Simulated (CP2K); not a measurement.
# ZnSe (Stilleite) (F-43m) in CP2K: a series of runs

One crystal, ZnSe (Stilleite), is run at these levels: PBE, PBEsol; tasks: single point.

Program: CP2K 2026.2. These are calculated values, not measurements. Logs are shortened: lines on timing, memory, paths and dates and some standing lists are left out, and cuts for length are marked.

**What was measured.**

“Alloy Disordering Effects on the Thermal Conductivity and Energy Gap Temperature Dependence of Cd1−xZnxSe Ternary Crystals Grown by the Bridgman Method”, 2023, pmc:10253836 reports, for a bulk crystal of ZnSe at 300 K: band gap 2.695 ± 0.003 eV (an exciton energy, a little under the gap).

The runs below are set against these values where they give the same quantity.

## 1. The structure

Symmetry: F-43m, No. 216, cubic system. The conventional cell has a = 5.668 Å, b = 5.668 Å, c = 5.668 Å, α = 90.00°, β = 90.00°, γ = 90.00°. Se (site symmetry -43m) has 4 Zn at 2.45 Å as nearest neighbours. Around Zn (site symmetry -43m) lie 4 Se at 2.45 Å.

## 2. Single point, PBE

Contents of znse_scf.inp:

```
&GLOBAL
  PROJECT znse_scf
  RUN_TYPE ENERGY_FORCE
  PRINT_LEVEL LOW
&END GLOBAL
&FORCE_EVAL
  METHOD QS
  STRESS_TENSOR ANALYTICAL
  &DFT
    BASIS_SET_FILE_NAME BASIS_MOLOPT_UZH
    POTENTIAL_FILE_NAME POTENTIAL_UZH
    &MGRID
      CUTOFF 450
      REL_CUTOFF 60
      NGRIDS 5
    &END MGRID
    &QS
      METHOD GPW
      EPS_DEFAULT 1.0E-10
    &END QS
    &KPOINTS
      SCHEME MONKHORST-PACK 8 8 8
      GAMMA_CENTERED T
      SYMMETRY T
      SYMMETRY_BACKEND SPGLIB
    &END KPOINTS
    &SCF
      SCF_GUESS ATOMIC
      EPS_SCF 1.0E-6
      MAX_SCF 100
      ADDED_MOS 10
      CHOLESKY OFF
      EPS_EIGVAL 1.0E-7
      &DIAGONALIZATION ON
        ALGORITHM STANDARD
      &END DIAGONALIZATION
      &MIXING ON
        METHOD BROYDEN_MIXING
        ALPHA 0.4
        BETA 1.5
        NBUFFER 8
      &END MIXING
      &SMEAR ON
        METHOD GAUSSIAN
        SIGMA [eV] 0.05
      &END SMEAR
    &END SCF
    &XC
      &XC_FUNCTIONAL PBE
      &END XC_FUNCTIONAL
    &END XC
    &PRINT
      &KPOINTS ON
      &END KPOINTS
      &MULLIKEN ON
      &END MULLIKEN
      &MO ON
        ENERGIES T
        OCCUPATION_NUMBERS T
        &EACH
          QS_SCF 0
        &END EACH
        ADD_LAST NUMERIC
      &END MO
      &LOWDIN ON
      &END LOWDIN
      &HIRSHFELD ON
        SHAPE_FUNCTION DENSITY
      &END HIRSHFELD
    &END PRINT
  &END DFT
  &SUBSYS
    &CELL
      A 4.0075983931 0.0000000000 0.0000000000
      B 2.0037991965 3.4706820165 0.0000000000
      C 2.0037991965 1.1568940055 3.2721903857
      PERIODIC XYZ
    &END CELL
    &COORD
      Se  6.0113975896 3.4706820165 2.4541427893
      Zn  0.0000000000 0.0000000000 0.0000000000
    &END COORD
    &KIND Se
      BASIS_SET TZVP-MOLOPT-PBE-GTH-q6
      POTENTIAL GTH-PBE-q6
    &END KIND
    &KIND Zn
      BASIS_SET TZVP-MOLOPT-PBE-GTH-q12
      POTENTIAL GTH-PBE-q12
    &END KIND
    &PRINT
      &ATOMIC_COORDINATES ON
      &END ATOMIC_COORDINATES
      &CELL ON
      &END CELL
      &SYMMETRY ON
      &END SYMMETRY
    &END PRINT
  &END SUBSYS
  &PRINT
    &FORCES ON
    &END FORCES
    &STRESS_TENSOR ON
    &END STRESS_TENSOR
  &END PRINT
&END FORCE_EVAL
```

Potentials or basis: POTENTIAL_UZH Se GTH-PBE-q6, Zn GTH-PBE-q12; TZVP-MOLOPT-PBE-GTH basis.

Started as:

```sh
$ OMP_NUM_THREADS=1 cp2k.psmp -i znse_scf.inp -o znse_scf.out
```

znse_scf.out:

```text

 CP2K| version string:                                       CP2K version 2026.2
 CP2K| Input file name                                              znse_scf.inp

 GLOBAL| Force Environment number                                              1
 GLOBAL| Basis set file name                                    BASIS_MOLOPT_UZH
 GLOBAL| Potential file name                                       POTENTIAL_UZH
 GLOBAL| MM Potential file name                                     MM_POTENTIAL
 GLOBAL| Coordinate file name                                      __STD_INPUT__
 GLOBAL| Method name                                                        CP2K
 GLOBAL| Project name                                                   znse_scf
 GLOBAL| Run type                                                   ENERGY_FORCE
 GLOBAL| FFT library                                                       FFTW3
[... 8 lines left out ...]
 GLOBAL| CPU model name                                                  UNKNOWN

 CELL| Volume [angstrom^3]:                                            45.513222
 CELL| Vector a [angstrom]:       4.008     0.000     0.000   |a| =     4.007598
 CELL| Vector b [angstrom]:       2.004     3.471     0.000   |b| =     4.007598
 CELL| Vector c [angstrom]:       2.004     1.157     3.272   |c| =     4.007598
 CELL| Angle (b,c), alpha [degree]:                                    60.000000
 CELL| Angle (a,c), beta  [degree]:                                    60.000000
 CELL| Angle (a,b), gamma [degree]:                                    60.000000
 CELL| Numerically orthorhombic:                                              NO
 CELL| Periodicity                                                           XYZ

 CELL_REF| Volume [angstrom^3]:                                        45.513222
 CELL_REF| Vector a [angstrom     4.008     0.000     0.000   |a| =     4.007598
 CELL_REF| Vector b [angstrom     2.004     3.471     0.000   |b| =     4.007598
 CELL_REF| Vector c [angstrom     2.004     1.157     3.272   |c| =     4.007598
 CELL_REF| Angle (b,c), alpha [degree]:                                60.000000
 CELL_REF| Angle (a,c), beta  [degree]:                                60.000000
 CELL_REF| Angle (a,b), gamma [degree]:                                60.000000
 CELL_REF| Numerically orthorhombic:                                          NO
 CELL_REF| Periodicity                                                       XYZ
[... 10 lines left out ...]

  Total number of            - Atomic kinds:                                   2
                             - Atoms:                                          2
                             - Shell sets:                                     2
                             - Shells:                                        17
                             - Primitive Cartesian functions:                 10
                             - Cartesian basis functions:                     58
                             - Spherical basis functions:                     51

  Maximum angular momentum of the orbital basis functions:                     3

 MODULE QUICKSTEP: ATOMIC COORDINATES IN ANGSTROM

   Atom Kind Element         X             Y             Z       Z(eff)     Mass
      1    1 Se   34      6.011398      3.470682      2.454143   6.0000  78.9600
      2    2 Zn   30      0.000000      0.000000      0.000000  12.0000  65.3800

 Crystal Symmetry Information
       International Symbol:                                               F-43m
       Point Group Symbol:                                                  -43m
       Schoenflies Symbol:                                                  Td^2
       Number of Symmetry Operations:                                         24

 SCF PARAMETERS         Density guess:                                    ATOMIC
                        --------------------------------------------------------
                        max_scf:                                             100
                        max_scf_history:                                       0
                        max_diis:                                              4
[... 5 lines left out ...]
                        --------------------------------------------------------
                        level_shift [a.u.]:                             0.000000
                        added MOs                                        10    0
                        --------------------------------------------------------
                        Mixing method:                            BROYDEN_MIXING
                                                charge density mixing in g-space
                        --------------------------------------------------------
                        Smear method:                                   GAUSSIAN
                        Smearing width (sigma) [a.u.]:                  1.84E-03
                        Accuracy threshold:                             1.00E-10
                        --------------------------------------------------------
[... 17 lines left out ...]
 BRILLOUIN|     3           0.04688       -0.37500       -0.37500       -0.12500
 BRILLOUIN|     4           0.01172       -0.37500       -0.37500        0.00000
 BRILLOUIN|     5           0.04688       -0.37500       -0.37500        0.12500
 BRILLOUIN|     6           0.02344       -0.37500       -0.37500        0.25000
[... 21 lines left out ...]
 BRILLOUIN|    28           0.00781        0.00000        0.00000        0.50000
 BRILLOUIN|    29           0.00586        0.00000        0.50000        0.50000
 *******************************************************************************

 Extrapolation method: initial_guess

 Number of electrons:                                                         18
 Number of occupied orbitals:                                                  9
 Number of molecular orbitals:                                                19

 Number of orbital functions:                                                 51
 Number of independent orbital functions:                                     51

 SCF WAVEFUNCTION OPTIMIZATION

  Step     Update method      Time    Convergence         Total energy    Change
  ------------------------------------------------------------------------------
     1 NoMix/Diag. 0.40E+00    3.7     1.58797654       -70.1414779006 -7.01E+01
     2 Broy./Diag. 0.40E+00    3.2     0.04645590       -70.0648603991  7.66E-02
     3 Broy./Diag. 0.40E+00    3.2     0.09890744       -69.9938285552  7.10E-02
     4 Broy./Diag. 0.40E+00    3.2     0.02392720       -70.0048145300 -1.10E-02
     5 Broy./Diag. 0.40E+00    3.2     0.00714119       -70.0551011018 -5.03E-02
     6 Broy./Diag. 0.40E+00    3.2     0.00430838       -70.0548702334  2.31E-04
     7 Broy./Diag. 0.40E+00    3.3     0.00094206       -70.0441750315  1.07E-02
     8 Broy./Diag. 0.40E+00    3.2     0.00033385       -70.0442116603 -3.66E-05
     9 Broy./Diag. 0.40E+00    3.2     0.00021220       -70.0471722715 -2.96E-03
    10 Broy./Diag. 0.40E+00    3.3     0.00002511       -70.0476054757 -4.33E-04
    11 Broy./Diag. 0.40E+00    3.3     0.00001859       -70.0475341931  7.13E-05
    12 Broy./Diag. 0.40E+00    3.2     0.00000240       -70.0475298260  4.37E-06
    13 Broy./Diag. 0.40E+00    3.2     0.00000526       -70.0475174362  1.24E-05
    14 Broy./Diag. 0.40E+00    3.3     0.00000240       -70.0475119103  5.53E-06
    15 Broy./Diag. 0.40E+00    3.3     0.00000058       -70.0475101109  1.80E-06

  *** SCF run converged in    15 steps ***

  Electronic density on regular grids:        -17.9999999783        0.0000000217
  Core density on regular grids:               17.9999999977       -0.0000000023
  Total charge density on r-space grids:        0.0000000194
  Total charge density g-space grids:           0.0000000194

  Overlap energy of the core charge distribution:               0.00000000779440
  Self energy of the core charge distribution:                -99.67599305453886
  Core Hamiltonian energy:                                     30.01868303589695
  Hartree energy:                                              10.72018762840356
  Exchange-correlation energy:                                -11.11038772846704
  Smearing free energy correction:                             -0.00000000000001
  Fermi energy:                                                 0.14981322393670

  Total energy:                                               -70.04751011091099
  Total energy (extrapolated to sigma->0):                    -70.04751011091099

 MO| EIGENVALUES AND OCCUPATION NUMBERS FOR K POINT 1
 MO|
 MO|  Index      Eigenvalue [a.u.]        Eigenvalue [eV]             Occupation
 MO|      1              -0.351761              -9.571910               2.000000
 MO|      2              -0.127921              -3.480899               2.000000
 MO|      3              -0.127921              -3.480899               2.000000
 MO|      4              -0.121167              -3.297119               2.000000
 MO|      5              -0.116769              -3.177458               2.000000
 MO|      6              -0.116769              -3.177458               2.000000
[... 349 lines left out ...]
 MO|     18               0.785419              21.372329               0.000000
 MO|     19               0.825466              22.462061               0.000000
 MO| Sum:                                                              18.000000
 MO| E(Fermi):            0.149813 a.u.          4.076625 eV
 MO| Band gap:            0.204593 a.u.          5.567270 eV

 [... the levels of further k-points ...]

 !-----------------------------------------------------------------------------!
                     Mulliken Population Analysis

 #  Atom  Element  Kind  Atomic population                           Net charge
       1     Se       1          5.972796                              0.027204
       2     Zn       2         12.027204                             -0.027204
 # Total charge                             18.000000                 -0.000000

 !-----------------------------------------------------------------------------!

 !-----------------------------------------------------------------------------!
                           Hirshfeld Charges

  #Atom  Element  Kind  Ref Charge     Population                    Net charge
      1       Se     1       6.000          6.208                        -0.208
      2       Zn     2      12.000         11.792                         0.208

  Total Charge                                                           -0.000
 !-----------------------------------------------------------------------------!

 LOWDIN POPULATION ANALYSIS

 #  Atom  Element  Kind  Atomic population                           Net charge
       1     Se       1          4.400838                              1.599162
       2     Zn       2         13.599162                             -1.599162
 # Total charge                             18.000000                 -0.000000

 ENERGY| Total FORCE_EVAL ( QS ) energy [hartree]            -70.047509740432005

 FORCES| Atomic forces [hartree/bohr]
 FORCES|   Atom     x               y               z               |f|
 FORCES|      1 -1.11502085E-05 -6.44621758E-06 -4.53824880E-06   1.36556425E-05
 FORCES|      2  8.48537258E-06  4.90766825E-06  3.45034188E-06   1.03919014E-05
 FORCES| Sum    -2.66483594E-06 -1.53854932E-06 -1.08790692E-06
 FORCES| Total atomic force                                       3.26374418E-06

 STRESS| Analytical stress tensor [bar]
 STRESS|                        x                   y                   z
 STRESS|      x        2.74770295423E+04   7.34026096048E+01   5.19010065790E+01
 STRESS|      y        7.34026096048E+01   2.73924227601E+04   2.99656252318E+01
 STRESS|      z        5.19010065790E+01   2.99656252318E+01   2.73712302087E+04
 STRESS| 1/3 Trace                                             2.74135608370E+04
 STRESS| Determinant                                           2.06010503711E+13

 STRESS| Eigenvectors and eigenvalues of the analytical stress tensor [bar]
 STRESS|                        1                   2                   3
 STRESS| Eigenvalues   2.73499934282E+04   2.73500425312E+04   2.75406465516E+04
 STRESS|      x          -0.577642992934      0.002814212743      0.816284664146
 STRESS|      y           0.663684394327     -0.580570897686      0.471657139760
 STRESS|      z           0.475238463764      0.814204834772      0.333494961870
```

It took 58 s on 1 thread of Arm Neoverse V2, shared host; peak memory 0.33 GiB.

What came out:

```yaml
Free_energy: -1906.0897 eV
Pressure: 2.7 GPa
Band_gap_on_the_k_mesh: 1.26 eV, direct
Mulliken_charges: Se +0.03; Zn -0.03 e
Hirshfeld_charges: Se -0.21; Zn +0.21 e
```

Levels at points of the mesh, in eV from the valence-band top:
```csv
k point,band 6,band 7,band 8,band 9,band 10,band 11,band 12,band 13
"(0.00, 0.00, 0.00)",-6.23,0.00,0.00,0.00,1.26,5.84,5.84,5.84
"(0.00, 0.00, 0.50)",-6.07,-5.24,-0.87,-0.87,2.53,6.51,6.51,8.78
"(0.00, 0.50, 0.50)",-6.05,-4.77,-2.20,-2.20,2.99,3.51,10.88,11.42
```

Caveat: Mulliken charges move with the basis; the basis of atomic orbitals isn't converged, which shifts pressures, moduli and gaps.

## 3. Single point, PBEsol

znse_scf.inp: that of step 2 with these lines changed.

```diff
@@ -14,3 +14,3 @@
       REL_CUTOFF 60
-      NGRIDS 5
+      NGRIDS 4
     &END MGRID
@@ -44,3 +44,3 @@
         METHOD GAUSSIAN
-        SIGMA [eV] 0.05
+        SIGMA [eV] 0.02
       &END SMEAR
@@ -48,3 +48,7 @@
     &XC
-      &XC_FUNCTIONAL PBE
+      &XC_FUNCTIONAL
+        &GGA_X_PBE_SOL
+        &END GGA_X_PBE_SOL
+        &GGA_C_PBE_SOL
+        &END GGA_C_PBE_SOL
       &END XC_FUNCTIONAL
@@ -79,3 +83,4 @@
     &COORD
-      Se  6.0113975896 3.4706820165 2.4541427893
+      SCALED
+      Se  0.7500000000 0.7500000000 0.7500000000
       Zn  0.0000000000 0.0000000000 0.0000000000
@@ -95,4 +100,2 @@
       &END CELL
-      &SYMMETRY ON
-      &END SYMMETRY
     &END PRINT
```

Potentials or basis: POTENTIAL_UZH Se GTH-PBE-q6, Zn GTH-PBE-q12; TZVP-MOLOPT-PBE-GTH basis.

Started as:

```sh
$ OMP_NUM_THREADS=1 cp2k.psmp -i znse_scf.inp -o znse_scf.out
```

It took 55 s on 1 thread of Arm Neoverse V2, shared host; peak memory 0.33 GiB.

The run converged. Its results:

* Free energy: -1901.5224 eV
* Pressure: 0.0 GPa
* Band gap on the k mesh: 1.08 eV, direct
* Mulliken charges: Se +0.09; Zn -0.09 e
* Hirshfeld charges: Se -0.19; Zn +0.19 e

Levels at points of the mesh, in eV from the valence-band top:
| k point | band 7 | band 8 | band 9 | band 10 | band 11 | band 12 |
| --- | --- | --- | --- | --- | --- | --- |
| (0.00, 0.00, 0.00) | 0.00 | 0.00 | 0.00 | 1.08 | 5.68 | 5.68 |
| (0.00, 0.00, 0.50) | -5.36 | -0.90 | -0.90 | 2.36 | 6.36 | 6.36 |
| (0.00, 0.50, 0.50) | -4.85 | -2.25 | -2.25 | 2.78 | 3.35 | 10.72 |

Caveat: Mulliken charges move with the basis; the potentials were made for another functional, which shifts forces and pressure; the basis of atomic orbitals isn't converged, which shifts pressures, moduli and gaps.

## 4. Comparison with measurements

Step 2. A measured gap of ZnSe is 2.695 eV (an exciton energy, a little under the gap; 300 K; “Alloy Disordering Effects on the Thermal Conductivity and Energy Gap Temperature Dependence of Cd1−xZnxSe Ternary Crystals Grown by the Bridgman Method”, 2023, pmc:10253836); the calculated 1.26 eV misses it by -1.44 eV. So large a miss can be the level of theory's own, or it may mean another phase, state or a wrong row. Spin-orbit coupling on Se is left out. The value is that of PBE in an atomic basis (POTENTIAL_UZH Se GTH-PBE-q6, Zn GTH-PBE-q12; TZVP-MOLOPT-PBE-GTH basis), whose error adds to the functional's,, without temperature or zero-point motion. Semilocal functionals fall short of measured gaps as a rule.

Step 3. A measured gap of ZnSe is 2.695 eV (an exciton energy, a little under the gap; 300 K; “Alloy Disordering Effects on the Thermal Conductivity and Energy Gap Temperature Dependence of Cd1−xZnxSe Ternary Crystals Grown by the Bridgman Method”, 2023, pmc:10253836); the calculated 1.08 eV misses it by -1.62 eV. So large a miss can be the level of theory's own, or it may mean another phase, state or a wrong row. Spin-orbit coupling on Se is left out. The value is that of PBEsol in an atomic basis (POTENTIAL_UZH Se GTH-PBE-q6, Zn GTH-PBE-q12; TZVP-MOLOPT-PBE-GTH basis), whose error adds to the functional's,, without temperature or zero-point motion. Semilocal functionals fall short of measured gaps as a rule.
